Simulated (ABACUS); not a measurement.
# InP (F-43m) in ABACUS: a series of runs

Runs on InP. Level: PBE. Tasks: equation of state.

Everything below comes from runs of ABACUS 3.10.1. Logs are shortened: lines on timing, memory, paths and dates and some standing lists are left out, and cuts for length are marked.

**What was measured.**

From a printed reference work, data compilation, for a bulk crystal of InP: bulk modulus 71 GPa.

How close the calculation comes is told below.

## 1. The crystal as given

It takes space group F-43m (No. 216, cubic). The conventional cell has a = 5.861 Å, b = 5.861 Å, c = 5.861 Å, α = 90.00°, β = 90.00°, γ = 90.00°. Around In (site symmetry -43m) lie 4 P at 2.54 Å. Around P (site symmetry -43m) lie 4 In at 2.54 Å.

## 2. Equation of state, PBE, 23.66 Å³/atom (volume scaled by 0.94)

The input, INPUT:

```
INPUT_PARAMETERS
suffix              InP
calculation         scf
basis_type          lcao
pseudo_dir          ./
orbital_dir         ./
symmetry            1
dft_functional      pbe
ecutwfc             100
pseudo_rcut         10
nspin               1
nbands              13
ks_solver           genelpa
smearing_method     fd
smearing_sigma      0.00367493
scf_thr             1e-07
scf_nmax            100
mixing_type         broyden
mixing_beta         0.7
cal_force           1
cal_stress          1
out_mul             1
```

The input, STRU:

```
ATOMIC_SPECIES
In 114.8180 In.upf
P 30.9738 P.upf

NUMERICAL_ORBITAL
In_confined-atom_8au_3s3p3d1f.orb
P_confined-atom_7au_3s3p2d1f.orb

LATTICE_CONSTANT
1.8897261246

LATTICE_VECTORS
0.0000000000 2.8706770916 2.8706770916
2.8706770916 0.0000000000 2.8706770916
2.8706770916 2.8706770916 0.0000000000

ATOMIC_POSITIONS
Direct

In
0.0
1
0.0000000000 0.0000000000 0.0000000000 1 1 1

P
0.0
1
0.7500000000 0.7500000000 0.7500000000 1 1 1
```

The input, KPT:

```
K_POINTS
0
Gamma
8 8 8 0 0 0
```

Potentials or basis: PseudoDojo NC SR 0.4.1 PBE standard, TZDP LCAO (the cutoffs set its grid).

On the command line:

```sh
$ OMP_NUM_THREADS=1 mpirun -np 4 abacus > log
```

running log:

```text
ABACUS v3.10.1

               Atomic-orbital Based Ab-initio Computation at UStc

 ------------------------------------------------------------------------------------

 READING GENERAL INFORMATION
                           global_out_dir = OUT.InP/
                           global_in_card = INPUT
                               pseudo_dir = ./
                              orbital_dir = ./
                                    DSIZE = 4
                                    GSIZE = 1

 READING UNITCELL INFORMATION
                                    ntype = 2
                  lattice constant (Bohr) = 1.88973
              lattice constant (Angstrom) = 1

 READING ATOM TYPE 1
                               atom label = In
                      L=0, number of zeta = 3
                      L=1, number of zeta = 3
                      L=2, number of zeta = 3
                      L=3, number of zeta = 1
             number of atom for this type = 1

 READING ATOM TYPE 2
                               atom label = P
                      L=0, number of zeta = 3
                      L=1, number of zeta = 3
                      L=2, number of zeta = 2
                      L=3, number of zeta = 1
             number of atom for this type = 1

                        TOTAL ATOM NUMBER = 2
DIRECT COORDINATES
    atom                   x                   y                   z     mag                  vx                  vy                  vz
taud_In1            0.0000000000        0.0000000000        0.0000000000  0.0000        0.0000000000        0.0000000000        0.0000000000
taud_P1            0.7500000000        0.7500000000        0.7500000000  0.0000        0.0000000000        0.0000000000        0.0000000000

                          Volume (Bohr^3) = 319.286
                             Volume (A^3) = 47.3132

 Lattice vectors: (Cartesian coordinate: in unit of a_0)
                   +0            +2.87068            +2.87068
             +2.87068                  +0            +2.87068
             +2.87068            +2.87068                  +0
 Reciprocal vectors: (Cartesian coordinate: in unit of 2 pi/a_0)
            -0.174175           +0.174175           +0.174175
            +0.174175           -0.174175           +0.174175
            +0.174175           +0.174175           -0.174175
 The esolver type has been set to : ksdft_lcao

                PAO radial cut off (Bohr) = 10

 Read in pseudopotential file is In.upf
                     pseudopotential type = NC
          exchange-correlation functional = PBE
                 nonlocal core correction = 1
                        valence electrons = 13
                                     lmax = 2
                           number of zeta = 3
                     number of projectors = 6
[... 219 lines left out ...]
                 big cell numbers in grid = [ 10, 10, 10 ]
             meshcell numbers in big cell = [ 5, 5, 5 ]
                        extended fft grid = [ 13, 13, 13 ]
                dimension of extened grid = [ 37, 37, 37 ]
                            UnitCellTotal = 125
              Atom number in sub-FFT-grid = 2
    Local orbitals number in sub-FFT-grid = 63
                                ParaV.nnr = 75286
                                 init_chg = atomic

 LCAO ALGORITHM --------------- ION=   1  ELEC=   1--------------------------------

 Density error is 0.0787246273879
----------------------------------------------------------
     Energy           Rydberg                 eV
----------------------------------------------------------
 E_KohnSham     -146.7479829964      -1996.6087387586
 E_Harris       -147.6762412123      -2009.2383397097
 E_Fermi        0.5878537599         7.9981607251
----------------------------------------------------------
[... 80 lines left out ...]
 Density error is 3.51985776782e-08
----------------------------------------------------------
     Energy           Rydberg                 eV
----------------------------------------------------------
 E_KohnSham     -146.7746723490      -1996.9718660294
 E_KS(sigma->0) -146.7746723467      -1996.9718659978
 E_Harris       -146.7746724027      -1996.9718667599
 E_band         -2.8186337504        -38.3494795808
 E_one_elec     -46.7173779758       -635.6225360903
 E_Hartree      35.8236953508        487.4063801871
 E_xc           -44.2908748749       -602.6082677038
 E_Ewald        -91.5901148445       -1246.1474423592
 E_entropy(-TS) -0.0000000046        -0.0000000632
 E_descf        0.0000000000         0.0000000000
 E_exx          0.0000000000         0.0000000000
 E_Fermi        0.6316902186         8.5945863441
----------------------------------------------------------

 charge density convergence is achieved
 final etot is -1996.971866 eV
 EFERMI = 8.5945863441 eV

 STATE ENERGY(eV) AND OCCUPATIONS    NSPIN == 1
 1/29 kpoint (Cartesian) = 0.0000 0.0000 0.0000 (1332 pws)
       1       -6.44080     0.00390625
       2       -6.44080     0.00390625
       3       -6.44080     0.00390625
       4       -6.25712     0.00390625
       5       -6.25712     0.00390625
       6       -3.96005     0.00390625
       7        7.96945     0.00390624
       8        7.96945     0.00390624
       9        7.96945     0.00390624
      10        9.15979    4.81357e-08
      11        12.0600    3.09866e-33
      12        12.0600    3.09866e-33
      13        12.0600    3.09866e-33
[... 61 lines left out ...]
 6/29 kpoint (Cartesian) = 0.0000 0.0000 0.043544 (1342 pws)
       1       -6.48145      0.0234375
       2       -6.42298      0.0234375
       3       -6.42298      0.0234375
       4       -6.26472      0.0234375
       5       -6.25077      0.0234375
       6       -3.72794      0.0234375
       7        6.46863      0.0234375
       8        7.39520      0.0234375
       9        7.39520      0.0234375
      10        10.4797    9.90834e-19
      11        11.4032    9.43398e-27
      12        12.8561    2.26494e-39
      13        12.8561    2.26494e-39

[... levels at 23 further k points ...]

 correction force for each atom along direction 1 is 0.0147344
 correction force for each atom along direction 2 is -0.000544525
 correction force for each atom along direction 3 is -0.00182234
------------------------------------------------------------------------------------------
 TOTAL-FORCE (eV/Angstrom)
------------------------------------------------------------------------------------------
                       In1         0.0000000000         0.0000000000         0.0000000000
                        P1         0.0000000000         0.0000000000         0.0000000000
------------------------------------------------------------------------------------------

----------------------------------------------------------------
 TOTAL-STRESS (KBAR)
----------------------------------------------------------------
        91.4005907262         0.0000000000        -0.0000000000
         0.0000000000        91.4005907262        -0.0000000000
         0.0000000000         0.0000000000        91.4005907262
----------------------------------------------------------------
 TOTAL-PRESSURE: 91.400591 KBAR

 --------------------------------------------
 !FINAL_ETOT_IS -1996.9718660293635821 eV
 --------------------------------------------
```

stdout:

```text
ABACUS v3.10.1

               Atomic-orbital Based Ab-initio Computation at UStc

%%%%%%%%%%%%%%%%%%%%%%%%%%%%%%%%%%%%%%%%%%%%%%%%%%%%%%%%%%%%%%%%%%%%%%%%%%%%%%%%%%%%%%%%%%%%%%%%%%%%%%%%%
 Warning: the number of valence electrons in pseudopotential > 3 for In: [Kr] 4d10 5s2 5p1
[... 35 lines left out ...]
 TOTAL-STRESS (KBAR)
----------------------------------------------------------------
        91.4005907262         0.0000000000        -0.0000000000
         0.0000000000        91.4005907262        -0.0000000000
         0.0000000000         0.0000000000        91.4005907262
----------------------------------------------------------------
 TOTAL-PRESSURE: 91.400591 KBAR
```

Wall time 9.3 s (4 MPI ranks of AMD EPYC 7B13 (Zen 3), shared host); peak memory 0.56 GiB.

What came out:

| Quantity | Value |
| --- | --- |
| Free energy | -1996.9719 eV |
| Pressure | 9.1 GPa |
| Band gap on the k mesh | 1.19 eV, direct |
| Mulliken charges | In -0.19; P +0.19 e |

Caveat: the atomic orbitals were generated for these runs and aren't a published set; Mulliken charges move with the basis; spin-orbit coupling is left out, which moves the levels of the heavy elements; the basis of atomic orbitals isn't converged, which shifts pressures, moduli and gaps.

## 3. Equation of state, PBE, 24.16 Å³/atom (volume scaled by 0.96)

INPUT is that of step 2.

Edit STRU of step 2 so:

```diff
@@ -12,5 +12,5 @@
 LATTICE_VECTORS
-0.0000000000 2.8706770916 2.8706770916
-2.8706770916 0.0000000000 2.8706770916
-2.8706770916 2.8706770916 0.0000000000
+0.0000000000 2.8908937935 2.8908937935
+2.8908937935 0.0000000000 2.8908937935
+2.8908937935 2.8908937935 0.0000000000
```

KPT is that of step 2.

Potentials or basis: PseudoDojo NC SR 0.4.1 PBE standard, TZDP LCAO (the cutoffs set its grid).

On the command line:

```sh
$ OMP_NUM_THREADS=1 mpirun -np 4 abacus > log
```

It took 9 s on 4 MPI ranks of AMD EPYC 7B13 (Zen 3), shared host; peak memory 0.56 GiB.

The run converged. Its results:

* Free energy: -1997.0230 eV
* Pressure: 7.1 GPa
* Band gap on the k mesh: 1.07 eV, direct
* Mulliken charges: In -0.17; P +0.17 e

Caveat: the atomic orbitals were generated for these runs and aren't a published set; Mulliken charges move with the basis; spin-orbit coupling is left out, which moves the levels of the heavy elements; the basis of atomic orbitals isn't converged, which shifts pressures, moduli and gaps.

## 4. Equation of state, PBE, 24.66 Å³/atom (volume scaled by 0.98)

INPUT is that of step 3.

Edit STRU of step 3 so:

```diff
@@ -12,5 +12,5 @@
 LATTICE_VECTORS
-0.0000000000 2.8908937935 2.8908937935
-2.8908937935 0.0000000000 2.8908937935
-2.8908937935 2.8908937935 0.0000000000
+0.0000000000 2.9108316221 2.9108316221
+2.9108316221 0.0000000000 2.9108316221
+2.9108316221 2.9108316221 0.0000000000
```

KPT is that of step 3.

On the command line:

```sh
$ OMP_NUM_THREADS=1 mpirun -np 4 abacus > log
```

Run time: 8.9 s. Hardware: 4 MPI ranks of AMD EPYC 7B13 (Zen 3), shared host; peak memory 0.56 GiB.

It converged, with:

| Quantity | Value |
| --- | --- |
| Free energy | -1997.0619 eV |
| Pressure | 5.3 GPa |
| Band gap on the k mesh | 0.95 eV, direct |
| Mulliken charges | In -0.16; P +0.16 e |

Caveat: the atomic orbitals were generated for these runs and aren't a published set; Mulliken charges move with the basis; spin-orbit coupling is left out, which moves the levels of the heavy elements; the basis of atomic orbitals isn't converged, which shifts pressures, moduli and gaps.

## 5. Equation of state, PBE, 25.17 Å³/atom

INPUT is that of step 4.

Edit STRU of step 4 so:

```diff
@@ -12,5 +12,5 @@
 LATTICE_VECTORS
-0.0000000000 2.9108316221 2.9108316221
-2.9108316221 0.0000000000 2.9108316221
-2.9108316221 2.9108316221 0.0000000000
+0.0000000000 2.9305000000 2.9305000000
+2.9305000000 0.0000000000 2.9305000000
+2.9305000000 2.9305000000 0.0000000000
```

KPT is that of step 4.

On the command line:

```sh
$ OMP_NUM_THREADS=1 mpirun -np 4 abacus > log
```

Wall time 8.5 s (4 MPI ranks of AMD EPYC 7B13 (Zen 3), shared host); peak memory 0.56 GiB.

The run converged. Its results:

```
Free energy            : -1997.0903 eV
Pressure               : 3.7 GPa
Band gap on the k mesh : 0.84 eV, direct
Mulliken charges       : In -0.15; P +0.15 e
```

Caveat: the atomic orbitals were generated for these runs and aren't a published set; Mulliken charges move with the basis; spin-orbit coupling is left out, which moves the levels of the heavy elements; the basis of atomic orbitals isn't converged, which shifts pressures, moduli and gaps.

## 6. Equation of state, PBE, 25.67 Å³/atom (volume scaled by 1.02)

INPUT is that of step 5.

Edit STRU of step 5 so:

```diff
@@ -12,5 +12,5 @@
 LATTICE_VECTORS
-0.0000000000 2.9305000000 2.9305000000
-2.9305000000 0.0000000000 2.9305000000
-2.9305000000 2.9305000000 0.0000000000
+0.0000000000 2.9499078504 2.9499078504
+2.9499078504 0.0000000000 2.9499078504
+2.9499078504 2.9499078504 0.0000000000
```

KPT is that of step 5.

Potentials or basis: PseudoDojo NC SR 0.4.1 PBE standard, TZDP LCAO (the cutoffs set its grid).

On the command line:

```sh
$ OMP_NUM_THREADS=1 mpirun -np 4 abacus > log
```

It took 11 s on 4 MPI ranks of AMD EPYC 7B13 (Zen 3), shared host; peak memory 0.56 GiB.

It converged, with:

```yaml
Free_energy: -1997.1089 eV
Pressure: 2.2 GPa
Band_gap_on_the_k_mesh: 0.73 eV, direct
Mulliken_charges: In -0.13; P +0.13 e
```

Caveat: the atomic orbitals were generated for these runs and aren't a published set; Mulliken charges move with the basis; spin-orbit coupling is left out, which moves the levels of the heavy elements; the basis of atomic orbitals isn't converged, which shifts pressures, moduli and gaps.

## 7. Equation of state, PBE, 26.17 Å³/atom (volume scaled by 1.04)

INPUT is that of step 6.

Edit STRU of step 6 so:

```diff
@@ -12,5 +12,5 @@
 LATTICE_VECTORS
-0.0000000000 2.9499078504 2.9499078504
-2.9499078504 0.0000000000 2.9499078504
-2.9499078504 2.9499078504 0.0000000000
+0.0000000000 2.9690636329 2.9690636329
+2.9690636329 0.0000000000 2.9690636329
+2.9690636329 2.9690636329 0.0000000000
```

KPT is that of step 6.

On the command line:

```sh
$ OMP_NUM_THREADS=1 mpirun -np 4 abacus > log
```

Wall time 10 s (4 MPI ranks of AMD EPYC 7B13 (Zen 3), shared host); peak memory 0.56 GiB.

The run converged. Its results:

```
Free energy            : -1997.1188 eV
Pressure               : 0.9 GPa
Band gap on the k mesh : 0.61 eV, direct
Mulliken charges       : In -0.12; P +0.12 e
```

Caveat: the atomic orbitals were generated for these runs and aren't a published set; Mulliken charges move with the basis; spin-orbit coupling is left out, which moves the levels of the heavy elements; the basis of atomic orbitals isn't converged, which shifts pressures, moduli and gaps.

## 8. Equation of state, PBE, 26.68 Å³/atom (volume scaled by 1.06)

INPUT is that of step 7.

Edit STRU of step 7 so:

```diff
@@ -12,5 +12,5 @@
 LATTICE_VECTORS
-0.0000000000 2.9690636329 2.9690636329
-2.9690636329 0.0000000000 2.9690636329
-2.9690636329 2.9690636329 0.0000000000
+0.0000000000 2.9879753761 2.9879753761
+2.9879753761 0.0000000000 2.9879753761
+2.9879753761 2.9879753761 0.0000000000
```

KPT is that of step 7.

On the command line:

```sh
$ OMP_NUM_THREADS=1 mpirun -np 4 abacus > log
```

Run time: 10 s. Hardware: 4 MPI ranks of AMD EPYC 7B13 (Zen 3), shared host; peak memory 0.56 GiB.

The run converged. Its results:

```
Free energy            : -1997.1209 eV
Pressure               : -0.2 GPa
Band gap on the k mesh : 0.50 eV, direct
Mulliken charges       : In -0.11; P +0.11 e
```

Caveat: the atomic orbitals were generated for these runs and aren't a published set; Mulliken charges move with the basis; spin-orbit coupling is left out, which moves the levels of the heavy elements; the basis of atomic orbitals isn't converged, which shifts pressures, moduli and gaps.

## 9. Equation of state, PBE

Potentials or basis: PseudoDojo NC SR 0.4.1 PBE standard, TZDP LCAO (the cutoffs set its grid).

No new run: the results of the series are fitted here.

Results:

- Equilibrium volume: 26.57 Å³/atom
- Bulk modulus: 61 GPa
- Pressure derivative of the bulk modulus: 4.6

Energy against volume, from the lowest point:
```csv
volume (Å³/atom),energy (meV/atom)
23.657,74.51
24.160,48.96
24.663,29.48
25.167,15.29
25.670,5.99
26.173,1.06
26.677,0.00
```

Caveat: the atomic orbitals were generated for these runs and aren't a published set; the basis of atomic orbitals isn't converged, which shifts pressures, moduli and gaps. PBE usually gives volumes a little too large and moduli too small.

## 10. How close it comes

Step 9. Measured bulk modulus of InP: 71 GPa (a printed reference work, data compilation). This calculation gives 61 GPa (-14.8 %). The fit is for a static lattice scaled at fixed shape and fixed fractional positions.
